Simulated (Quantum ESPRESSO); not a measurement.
## Ir under changes of volume

One of the cells (14.627 Å³/atom); the others are scaled copies at fixed shape and fractional positions:

```
Ir
1.0
     2.75138    0.00000    0.00000
    -1.37569    2.38276    0.00000
     0.00000    0.00000    4.46229
Ir
2
Direct
  0.33333 0.66667 0.25000
  0.66667 0.33333 0.75000
```

This isn't the form of Ir at room conditions, which is fcc.

```yaml
Program: Quantum ESPRESSO 7.5
Functional: PBEsol
Potentials_or_basis: GBRV 1.5 PBEsol
Cutoff: 612 eV
Density_cutoff: 4898 eV
k_mesh: 11 × 11 × 6
Occupations: fermi-dirac, width 0.05 eV
Spin: no spin polarisation
```

```tsv
volume (Å³/atom)	energy over the lowest point (meV/atom)	pressure (GPa)
13.749	?	?
14.042	0.00	2.1
14.335	3.30	-5.6
14.627	19.81	-12.4
14.920	47.98	-18.4
15.212	86.41	-23.6
15.505	133.82	-28.2
```

Question: What does the run at 13.749 Å³/atom give?

Answer: Energy over the lowest point 11.71 meV/atom; pressure 10.8 GPa.

Worked out: A Birch-Murnaghan fit of order 3 (a polynomial in V^(-2/3)) to the other rows has its minimum at 14.12 Å³/atom with B0 = V·E''(V) = 385 GPa and B' = 5.2 at fixed shape and positions, which overstates the stiffness. It gives 11.85 meV/atom at 13.749 Å³/atom, against the run's 11.71, and -dE/dV = 11.0 GPa, against 10.8.

Energies are extrapolated to zero smearing.
